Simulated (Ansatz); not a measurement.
Crystal: La, fcc type, 1 atom in the cell.

These are results of Ansatz 0.2.0 development build, r²SCAN, plane waves, PAW datasets (earlier set, tuned by hand), not measurements.

Cutoff 600 eV; k-mesh 11×11×11 Γ-centred; Fermi–Dirac smearing of 0.1 eV; no spin polarisation; no spin–orbit coupling.

```tsv
V (Å³/atom)	a (Å)	E − E(min) (meV/atom)	P (GPa)
33.999	5.1425	21.85	2.37
35.108	5.1978	8.70	1.44
36.216	5.2520	1.65	0.61
37.325	5.3050	0.00	-0.12
38.434	5.3570	3.13	-0.77
```

(1) Fit a third-order Birch–Murnaghan equation of state to the energies.

## Answers

(1) V₀ = 37.134 Å³/atom (a₀ = 5.296 Å), B₀ = 23.6 GPa, B₀′ = 3.05.

The stress includes the program's correction for the finite plane-wave basis.

This cubic structure is a model: it isn't the usual form of the substance at ambient conditions, and such phases are metastable or hypothetical. The k-mesh is modest, so these values aren't fully converged in k.
